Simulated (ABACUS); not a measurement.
Runs of ABACUS 3.10.1 on HfO2. It takes space group P4_2/nmc (No. 137, tetragonal). Conventional cell: a = 3.558 Å, b = 3.558 Å, c = 5.172 Å, α = 90.00°, β = 90.00°, γ = 90.00°. Hf (site symmetry -4m2) is surrounded by 4 O at 2.05 Å. O (site symmetry 2mm) has 2 Hf at 2.05 Å as nearest neighbours. Measurements of this composition are mostly on another form, of space group No. 14.

```csv
task,level,potentials or basis,k mesh,cutoff (eV),radial cutoff of the potentials (pseudo_rcut),symmetry key,threshold of the eigensolver,path,points for each segment of the path,mesh quality,gap on the mesh (eV),pressure (GPa),largest force (eV/Å)
single point,PBEsol,"PseudoDojo NC SR 0.4.1 PBEsol standard, plane waves",8 × 8 × 5,1143,7 bohr,1,-,-,-,not flagged,4.69,(c),-
single point,r2SCAN,"SG15 ONCV 1.2 PBE, plane waves",5 × 5 × 3,1320,7 bohr,1,-,-,-,not flagged,4.89,(d),0.10
single point,LDA,"GBRV ultrasoft 1.5 LDA, plane waves",6 × 6 × 4,544,10 bohr,1,-,-,-,not flagged,4.58,-6.6,0.04
single point,PBEsol,"PseudoDojo NC SR 0.5 PBE stringent, plane waves",6 × 6 × 4,1796,7 bohr,1,-,-,-,not flagged,(a),1.1,(b)
```

Alike in all rows: no spin polarisation; cell as given; smearing fermi-dirac 0.05 eV.

Q: Estimate the missing entries.

A: (a) 4.63; (b) 0.06; (c) -1.4; (d) -3.1.

Caveats: spin-orbit coupling is left out, which moves the levels of the heavy elements; there are fewer bands than atomic start orbitals, so a level may be missed at k points of high symmetry (some runs); an odd mesh through Γ misses points on the zone boundary, where band edges often lie (some runs); the potentials were made for another functional, which shifts forces and pressure (some runs).

A k mesh can miss the band edges, and the runs leave out spin-orbit coupling on Hf.

Not every run made on this cell is shown here.
